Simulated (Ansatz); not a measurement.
## Zone-centre phonons of HgTe at 6 GPa: input and output

Method: Ansatz, DFT PBE, scalar-relativistic, plane waves, PAW.

Launched with:
```bash
ansatz run input.yaml --threads 1 --pin off --max-ram 3072MiB --backend cpu --events-out ev --progress --plain --runs-dir out
```

Input (bare energies are in eV):
```yaml
crystal:
  lattice:
    - [0.0, 3.1885738329, 3.1885738329]
    - [3.1885738329, 0.0, 3.1885738329]
    - [3.1885738329, 3.1885738329, 0.0]
  atoms:
    - { symbol: Hg, position: [0.0, 0.0, 0.0] }
    - { symbol: Te, position: [0.75, 0.75, 0.75] }
basis:
  ecutwfc: 420
kpoints:
  mp_grid: { grid: [12, 12, 12] }
hamiltonian:
  xc: pbe
scf:
  occupations: { method: fermi_dirac, width: 0.15 }
output:
  eigenvalues: true
phonons:
  method: dfpt
  eigenvectors: true
```

Results section of the output:
```
--- Phonons (Γ-DFPT): 2 representative perturbations + reference, on 163 of 1728 k-points (Σ response iterations 6) ---
  k mesh reduced under 8 symmetry operations, with k and −k counted as one. Each operation leaves every solved displacement unchanged or reverses it
  ASR residual: 8.677e-5 → 0.000e0 eV/Å²; symmetrization residual: 4.719e-5 eV/Å²
  ASR residual per site (eV/Å²): 8.68e-5 1.75e-5
  Γ frequencies (cm⁻¹): 0.00 0.00 0.00 128.30 128.30 128.30
  non-analytic LO–TO correction: not included (Born effective charges unavailable; polar crystals: no LO–TO splitting at Γ)
```

It took 2.3 min on 1 thread of Intel(R) Xeon(R) Processor @ 2.50GHz (Skylake/Cascade Lake), with other jobs on the host, peak memory 0.91 GiB.

Without a gap, frequencies and elastic constants depend on the k mesh and the smearing, soft modes and shear constants most. Spin–orbit coupling is left out, which can shift energies with elements as heavy as these.

The bands only touch here, so at this level the crystal is a zero-gap semiconductor or semimetal, not an ordinary metal; spin–orbit coupling, left out, moves these levels but leaves zinc-blende mercury chalcogenides without a gap.